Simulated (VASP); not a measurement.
# TaAs (I4_1md) in VASP: further runs, part 2 of 2

VASP 6.6.1. The steps go on from the part before.

**3. Band structure, LDA**

This run uses another cell than the first one, of 16.78 Å³/atom, 0.952 times its volume.

INCAR reads:

```
SYSTEM = TaAs
ALGO = Fast
EDIFF = 1E-6
ENCUT = 520
GGA = CA
ICORELEVEL = 1
ISIF = 2
ISMEAR = 1
KPAR = 2
LASPH = .TRUE.
LCHARG = .FALSE.
LMAXMIX = 4
LREAL = .FALSE.
LWAVE = .FALSE.
NBANDS = 24
NELM = 80
PREC = Accurate
SIGMA = 0.1
```

KPOINTS reads:

```
k-points
0
G
  16 16 16
  0 0 0
```

POSCAR reads:

```
TaAs                                    
1.0
   -1.7058239117      1.7058239117      5.7661382993
    1.7058239117     -1.7058239117      5.7661382993
    1.7058239117      1.7058239117     -5.7661382993
  Ta              As            
     2     2
Direct
     0.5003173321282475    0.0003173321282475    0.5000000000000000
     0.7503173321282475    0.7503173321282475    0.0000000000000000
     0.0822820878717536    0.5822820878717536    0.5000000000000000
     0.3322820878717536    0.3322820878717536    0.0000000000000000
```

KPOINTS_OPT reads:

```
explicit points
118
Reciprocal
 0.0000000000  0.0000000000  0.0000000000 1
-0.0555555556  0.0555555556  0.0000000000 1
-0.1111111111  0.1111111111  0.0000000000 1
-0.1666666667  0.1666666667  0.0000000000 1
-0.2222222222  0.2222222222  0.0000000000 1
-0.2777777778  0.2777777778  0.0000000000 1
-0.3333333333  0.3333333333  0.0000000000 1
-0.3888888889  0.3888888889  0.0000000000 1
-0.4444444444  0.4444444444  0.0000000000 1
-0.5000000000  0.5000000000  0.0000000000 1
-0.5000000000  0.5000000000  0.0000000000 1
-0.5000000000  0.5000000000 -0.0047833051 1
-0.5000000000  0.5000000000 -0.0095666102 1
-0.5000000000  0.5000000000 -0.0143499154 1
-0.5000000000  0.5000000000 -0.0191332205 1
-0.5000000000  0.5000000000 -0.0239165256 1
-0.5000000000  0.5000000000 -0.0286998307 1
-0.5000000000  0.5000000000 -0.0334831359 1
-0.5000000000  0.5000000000 -0.0382664410 1
-0.5000000000  0.5000000000 -0.0430497461 1
-0.5000000000  0.5000000000 -0.0430497461 1
-0.4746138748  0.4746138748 -0.0684358713 1
-0.4492277496  0.4492277496 -0.0938219965 1
-0.4238416243  0.4238416243 -0.1192081217 1
-0.3984554991  0.3984554991 -0.1445942469 1
-0.3730693739  0.3730693739 -0.1699803722 1
-0.3476832487  0.3476832487 -0.1953664974 1
-0.3222971234  0.3222971234 -0.2207526226 1
-0.2969109982  0.2969109982 -0.2461387478 1
-0.2715248730  0.2715248730 -0.2715248730 1
-0.2715248730  0.2715248730 -0.2715248730 1
-0.2413554427  0.2413554427 -0.2413554427 1
-0.2111860123  0.2111860123 -0.2111860123 1
-0.1810165820  0.1810165820 -0.1810165820 1
-0.1508471517  0.1508471517 -0.1508471517 1
-0.1206777213  0.1206777213 -0.1206777213 1
-0.0905082910  0.0905082910 -0.0905082910 1
-0.0603388607  0.0603388607 -0.0603388607 1
-0.0301694303  0.0301694303 -0.0301694303 1
 0.0000000000  0.0000000000  0.0000000000 1
 0.0000000000  0.0000000000  0.0000000000 1
 0.0555555556  0.0555555556 -0.0555555556 1
 0.1111111111  0.1111111111 -0.1111111111 1
 0.1666666667  0.1666666667 -0.1666666667 1
 0.2222222222  0.2222222222 -0.2222222222 1
 0.2777777778  0.2777777778 -0.2777777778 1
 0.3333333333  0.3333333333 -0.3333333333 1
 0.3888888889  0.3888888889 -0.3888888889 1
 0.4444444444  0.4444444444 -0.4444444444 1
 0.5000000000  0.5000000000 -0.5000000000 1
 0.5000000000  0.5000000000 -0.5000000000 1
 0.4746138748  0.5253861252 -0.5253861252 1
 0.4492277496  0.5507722504 -0.5507722504 1
 0.4238416243  0.5761583757 -0.5761583757 1
 0.3984554991  0.6015445009 -0.6015445009 1
 0.3730693739  0.6269306261 -0.6269306261 1
 0.3476832487  0.6523167513 -0.6523167513 1
 0.3222971234  0.6777028766 -0.6777028766 1
 0.2969109982  0.7030890018 -0.7030890018 1
 0.2715248730  0.7284751270 -0.7284751270 1
 0.2715248730  0.7284751270 -0.7284751270 1
 0.2413554427  0.7030890018 -0.7030890018 1
 0.2111860123  0.6777028766 -0.6777028766 1
 0.1810165820  0.6523167513 -0.6523167513 1
 0.1508471517  0.6269306261 -0.6269306261 1
 0.1206777213  0.6015445009 -0.6015445009 1
 0.0905082910  0.5761583757 -0.5761583757 1
 0.0603388607  0.5507722504 -0.5507722504 1
 0.0301694303  0.5253861252 -0.5253861252 1
 0.0000000000  0.5000000000 -0.5000000000 1
 0.0000000000  0.5000000000 -0.5000000000 1
-0.0277777778  0.5277777778 -0.4722222222 1
-0.0555555556  0.5555555556 -0.4444444444 1
-0.0833333333  0.5833333333 -0.4166666667 1
-0.1111111111  0.6111111111 -0.3888888889 1
-0.1388888889  0.6388888889 -0.3611111111 1
-0.1666666667  0.6666666667 -0.3333333333 1
-0.1944444444  0.6944444444 -0.3055555556 1
-0.2222222222  0.7222222222 -0.2777777778 1
-0.2500000000  0.7500000000 -0.2500000000 1
-0.2500000000  0.7500000000 -0.2500000000 1
-0.2174389171  0.7729944727 -0.2777777778 1
-0.1848778342  0.7959889453 -0.3055555556 1
-0.1523167513  0.8189834180 -0.3333333333 1
-0.1197556684  0.8419778906 -0.3611111111 1
-0.0871945855  0.8649723633 -0.3888888889 1
-0.0546335026  0.8879668359 -0.4166666667 1
-0.0220724197  0.9109613086 -0.4444444444 1
 0.0104886632  0.9339557812 -0.4722222222 1
 0.0430497461  0.9569502539 -0.5000000000 1
 0.0430497461  0.9569502539 -0.5000000000 1
 0.0938219965  0.9061780035 -0.5000000000 1
 0.1445942470  0.8554057530 -0.5000000000 1
 0.1953664974  0.8046335026 -0.5000000000 1
 0.2461387478  0.7538612522 -0.5000000000 1
 0.2969109983  0.7030890017 -0.5000000000 1
 0.3476832487  0.6523167513 -0.5000000000 1
 0.3984554991  0.6015445009 -0.5000000000 1
 0.4492277496  0.5507722504 -0.5000000000 1
 0.5000000000  0.5000000000 -0.5000000000 1
-0.5000000000  0.5000000000  0.0000000000 1
-0.4722222222  0.5277777778 -0.0277777778 1
-0.4444444444  0.5555555556 -0.0555555556 1
-0.4166666667  0.5833333333 -0.0833333333 1
-0.3888888889  0.6111111111 -0.1111111111 1
-0.3611111111  0.6388888889 -0.1388888889 1
-0.3333333333  0.6666666667 -0.1666666667 1
-0.3055555556  0.6944444444 -0.1944444444 1
-0.2777777778  0.7222222222 -0.2222222222 1
-0.2500000000  0.7500000000 -0.2500000000 1
 0.0000000000  0.0000000000  0.0000000000 1
 0.0000000000  0.5000000000  0.0000000000 1
 0.2500000000  0.2500000000  0.2500000000 1
-0.2715248730  0.2715248730  0.2715248730 1
 0.2715248730  0.7284751270 -0.2715248730 1
 0.0000000000  0.0000000000  0.5000000000 1
-0.0430497461  0.0430497461  0.5000000000 1
 0.5000000000  0.5000000000 -0.0430497461 1
```

Potentials or basis: VASP PAW LDA potentials, release 64 (Ta_pv, As).

Run with:

```
cat potpaw_LDA.64/Ta_pv/POTCAR potpaw_LDA.64/As/POTCAR > POTCAR
mpirun -np 2 vasp_std > vasp.out
```

Wall time 14 min (2 MPI ranks of Intel Xeon Platinum 8488C (Sapphire Rapids), shared host); peak memory 0.86 GiB.

It converged, with:

```yaml
Free_energy: -38.9554 eV
Pressure: 0.0 GPa
Band_gap_along_the_path: none (metal or under the smearing width)
```

Levels at the corners of the path, in eV from the Fermi level:
```csv
point,band 13,band 14,band 15,band 16,band 17,band 18,band 19,band 20
Γ,-2.42,-2.00,-1.64,-1.64,0.91,1.62,2.48,3.22
X,-3.19,-3.19,-1.09,-1.09,2.89,2.89,3.20,3.20
X,-3.19,-3.19,-1.09,-1.09,2.89,2.89,3.20,3.20
Y,-3.17,-3.17,-1.12,-1.12,2.75,2.75,3.11,3.11
Y,-3.17,-3.17,-1.12,-1.12,2.75,2.75,3.11,3.11
S,-2.50,-2.45,-1.75,-0.13,0.15,1.79,2.22,2.63
S,-2.50,-2.45,-1.75,-0.13,0.15,1.79,2.22,2.63
Γ,-2.42,-2.00,-1.64,-1.64,0.91,1.62,2.48,3.22
Γ,-2.42,-2.00,-1.64,-1.64,0.91,1.62,2.48,3.22
Z,-2.91,-2.91,-0.86,-0.86,1.24,1.24,2.40,2.40
Z,-2.91,-2.91,-0.86,-0.86,1.24,1.24,2.40,2.40
S1,-2.50,-2.45,-1.75,-0.13,0.15,1.79,2.22,2.63
S1,-2.50,-2.45,-1.75,-0.13,0.15,1.79,2.22,2.63
N,-2.52,-2.27,-1.62,-0.21,0.11,1.43,2.37,2.54
N,-2.52,-2.27,-1.62,-0.21,0.11,1.43,2.37,2.54
P,-3.21,-3.21,-1.08,-1.08,2.91,2.91,3.19,3.19
P,-3.21,-3.21,-1.08,-1.08,2.91,2.91,3.19,3.19
Y1,-3.17,-3.17,-1.12,-1.12,2.75,2.75,3.11,3.11
Y1,-3.17,-3.17,-1.12,-1.12,2.75,2.75,3.11,3.11
Z,-2.91,-2.91,-0.86,-0.86,1.24,1.24,2.40,2.40
X,-3.19,-3.19,-1.09,-1.09,2.89,2.89,3.20,3.20
P,-3.21,-3.21,-1.08,-1.08,2.91,2.91,3.19,3.19
```

Core levels (eV, on the scale of the bands):
| atom | levels |
| --- | --- |
| 1 Ta | 1s -66871.6, 2s -11491.7, 2p -10084.5, 3s -2624.1, 3p -2204.7, 3d -1713.3, 4s -524.4, 4p -386.5, 4d -209.4, 4f -13.0, 5s -60.6 |
| 2 Ta | 1s -66871.6, 2s -11491.7, 2p -10084.5, 3s -2624.1, 3p -2204.7, 3d -1713.3, 4s -524.4, 4p -386.5, 4d -209.4, 4f -13.0, 5s -60.6 |
| 3 As | 1s -11645.5, 2s -1467.1, 2p -1287.4, 3s -176.1, 3p -120.3, 3d -28.1 |
| 4 As | 1s -11645.5, 2s -1467.1, 2p -1287.4, 3s -176.1, 3p -120.3, 3d -28.1 |

Caveat: spin-orbit coupling is left out, which moves the levels of the heavy elements.
